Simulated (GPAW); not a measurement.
**SrO: relaxation of cell and atoms with PBEsol**

Crystal: SrO.

```
CELL_PARAMETERS angstrom
0.00000 2.56630 2.56630
2.56630 0.00000 2.56630
2.56630 2.56630 0.00000
ATOMIC_POSITIONS crystal
Sr 0.50000 0.50000 0.50000
O 0.00000 0.00000 0.00000
```

```
Program             : GPAW 26.7.0
Task                : relaxation of cell and atoms
Functional          : PBEsol
Potentials or basis : PAW data sets generated in the run's folder for this functional
Cutoff              : 800 eV
Basis               : pw
k mesh              : 9 × 9 × 9
Occupations         : fermi-dirac, width 0.05 eV
Spin                : no spin polarisation
Maxiter             : 150
Optimizer           : BFGS
Fmax                : 0.02 eV/Å
Max steps           : 60
Convergence         : density=1e-05 forces=0.0001
```

* Pressure after relaxing: 0.0 GPa
* Band gap on the k mesh: 3.31 eV, indirect (least direct gap 3.39 eV)

Final structure:
```
CELL_PARAMETERS angstrom
0.00000 2.56630 2.56630
2.56630 0.00000 2.56630
2.56630 2.56630 0.00000
ATOMIC_POSITIONS crystal
Sr 0.50000 0.50000 0.50000
O 0.00000 0.00000 0.00000
```

Levels at points of the mesh, in eV from the valence-band top:
| k point | band 5 | band 6 | band 7 | band 8 | band 9 | band 10 | band 11 | band 12 |
| --- | --- | --- | --- | --- | --- | --- | --- | --- |
| (0.00, 0.00, 0.00) | -13.78 | 0.00 | 0.00 | 0.00 | 3.90 | 6.25 | 6.25 | 6.25 |

Run time: 17 s on 1 thread of Arm Neoverse V2, on a shared host, peak memory 0.16 GiB.

Caveat: the relaxation stopped at its first step, so nothing moved; later steps reuse the first step's grids; an odd mesh through Γ misses points on the zone boundary, where band edges often lie. Expect the measured gap to be larger: semilocal functionals such as PBEsol lack the derivative discontinuity.
